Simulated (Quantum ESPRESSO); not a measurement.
# Os: equation of state with PBE

The system is Os.

```
Os
1.0
     2.73410    0.00000    0.00000
    -1.36705    2.36780    0.00000
     0.00000    0.00000    4.31970
Os
2
Cartesian
  1.3671 0.7893 3.2398
  0.0000 1.5785 1.0799
```

```
Program             : Quantum ESPRESSO 7.5
Task                : equation of state
Functional          : PBE
Potentials or basis : SSSP 1.3 efficiency PBE
Cutoff              : 748 eV
Density cutoff      : 5987 eV
k mesh              : 11 × 11 × 6
Occupations         : fermi-dirac, width 0.05 eV
Spin                : no spin polarisation
```

```yaml
Equilibrium_volume: 14.27 Å³/atom
Bulk_modulus_at_fixed_shape_and_positions: 398 GPa
Pressure_derivative_of_the_bulk_modulus: 4.8
```

Energy against volume, from the lowest point:
```csv
volume (Å³/atom),energy (meV/atom)
13.143,129.55
13.423,70.33
13.703,30.33
13.982,7.50
14.262,0.00
14.542,6.18
14.821,24.56
```

All runs of the series together: 2.8 min on 1 thread of AMD EPYC 9R45 96-Core Processor (Zen 5) (shared host).

Caveat: the cell was scaled at fixed shape and fractional positions, which overstates the stiffness of a crystal with free parameters, most of all of layers and chains. The run has no spin-orbit coupling, so splittings on Os are missing.
